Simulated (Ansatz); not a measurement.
Predict the output of the script below (Ansatz 0.2.0, Python API).

`hfb2_slab.py`
```python
# -*- coding: utf-8 -*-
"""Cutting and solving a surface of HfB2."""

import ansatz as az
from ase import Atoms
from ase.build import surface
import numpy as np

atoms = Atoms(
    ["Hf", "B", "B"],
    scaled_positions=[
        (0.0, 0.0, 0.0),
        (1 / 3, 2 / 3, 0.5),
        (2 / 3, 1 / 3, 0.5),
    ],
    cell=[
        (3.14, 0.0, 0.0),
        (-1.57, 2.71932, 0.0),
        (0.0, 0.0, 3.48),
    ],
    pbc=True,
)
# the plane is named in the basis of this cell
slab = surface(atoms, (0, 0, 1), 3, vacuum=7.0)
slab.pbc = True

print(slab.get_chemical_formula(), "area {:.3f} A^2, cell height {:.2f} A".format(np.linalg.norm(np.cross(slab.cell[0], slab.cell[1])), slab.cell[2, 2]))


def prepared(structure):
    return (
        az.Crystal.from_ase(structure).calculation()
        .occupations(az.OccupationsMethod.COLD, width=0.05)
        .functional("PBE", dispersion="D4")
        .basis(550)
    )


base = prepared(slab).kpoints(6, 6, 1).electric_field(axis=3, dipole_correction=True).potential().forces()
outcome = base.run(threads=1)
r = outcome.report

print(f"slab free energy {r['free_energy_ev']:.4f} eV, Fermi level {r['fermi_energy_ev']:.3f} eV")
for key, value in r["work_function"].items():
    if isinstance(value, float):
        print(f"{key:34s} {value:12.5f}")

# surface energy from the bulk energy at the same settings
bulk = prepared(atoms).kpoints(8, 8, 7).run(threads=1).report
excess = r["free_energy_ev"] - bulk["free_energy_ev"] * len(slab) / len(atoms)
area = np.linalg.norm(np.cross(slab.cell[0], slab.cell[1]))
print(f"mean surface energy {excess / (2 * area) * 16.02177:.3f} J/m^2 ({1000 * excess / (2 * area):.1f} meV/A^2)")

v = outcome.potential()
profile = (v.v_es_ev + (0 if v.v_field_ev is None else v.v_field_ev)).mean(axis=(0, 1))
height = outcome.lattice.cell_ang[2][2]
print("z (A)   planar potential less the Fermi level (eV)")
for i in range(0, len(profile), max(len(profile) // 24, 1)):
    print(f"{i * height / len(profile):6.2f} {profile[i] - r['fermi_energy_ev']:9.3f}")
```

```console
$ python hfb2_slab.py
B6Hf3 area 8.539 A^2, cell height 22.70 A
RunWarning: efield: at this solve's end the planar-averaged density reaches 2.94e-5 e/Å³ inside the ramp window [0.9059, 0.0941] (bound 1e-5 e/Å³); the window's nearer edge stands 4.87 Å from this [...]
RunWarning: The output density's exchange-correlation potential varies sharply where the density is thin. Do not read a vacuum level from v_tot or v_xc, or from such a field of the output density. On [...]
slab free energy -48106.5687 eV, Fermi level 6.492 eV
ramp_position                           0.95000
ramp_width                              0.10000
amplitude_v_ang                         0.00000
dipole_field_v_ang                     -0.07815
dipole_moment_e_ang                    -0.08371
phi_plus_ev                             6.17498
phi_minus_ev                            4.40052
vacuum_level_plus_ev                   12.66737
vacuum_level_minus_ev                  10.89291
flatness_plus_ev_ang                    0.00011
flatness_minus_ev_ang                   0.00298
ramp_density_extremum_e_ang3            0.00003
ramp_density_minimum_e_ang3            -0.00000
ramp_density_bound_e_ang3               0.00001
ramp_density_effective_e_ang3           0.00003
plane_spacing_ang                       0.12611
mean surface energy 4.555 J/m^2 (284.3 meV/A^2)
z (A)   planar potential less the Fermi level (eV)
  0.00     5.288
  0.88     4.597
  1.77     4.400
  2.65     4.396
  3.53     4.367
  4.41     4.152
  5.30     2.729
  6.18    -5.008
  7.06   -14.075
  7.94    -4.774
  8.83   -16.004
  9.71    -6.389
 10.59   -13.853
 11.48    -4.663
 12.36   -15.397
 13.24    -6.973
 14.12   -13.407
 15.01    -4.046
 15.89   -12.503
 16.77     4.320
 17.66     6.050
 18.54     6.167
 19.42     6.175
 20.30     6.175
 21.19     6.175
 22.07     5.781
```
(Warnings from the package without file and line, shortened.)

Total energies depend on the potentials; only differences at equal settings carry meaning. A total without «per atom» is that of the cell as typed. Spin is left out of this run. Dispersion corrections can be off by several per cent in the lattices of metals, and by several GPa in the pressure at a fixed cell. The density doesn't vanish in the vacuum (a short gap or a low cutoff), which blurs the vacuum level. The mesh is modest for a metal, so energies can be off by several to tens of meV an atom and pressures by half a GPa or more; differences at equal mesh fare better. The zero of the levels is a convention of the potentials, so an absolute Fermi energy is no work function. Spin-orbit coupling, which matters for elements this heavy, is left out. The structure is a deposited one; some such entries were measured under pressure or heat, so a shift against it needn't be the functional's error alone. The slab is thin and cut from the structure as given; a cut can leave two unlike or polar faces, and the surface energy is then their mean. Miller indices refer to the vectors of the cell as typed, and the lattice isn't relaxed for this functional, so relaxation and surface energy can hold strain. The whole script took 15 s on 1 thread of Arm Neoverse V2, with other jobs on the host, peak memory 0.59 GiB.

(A comment or docstring line of the script was reworded after the run, the code is as it ran; lines on the test bed's own set-up are left out of the output.)
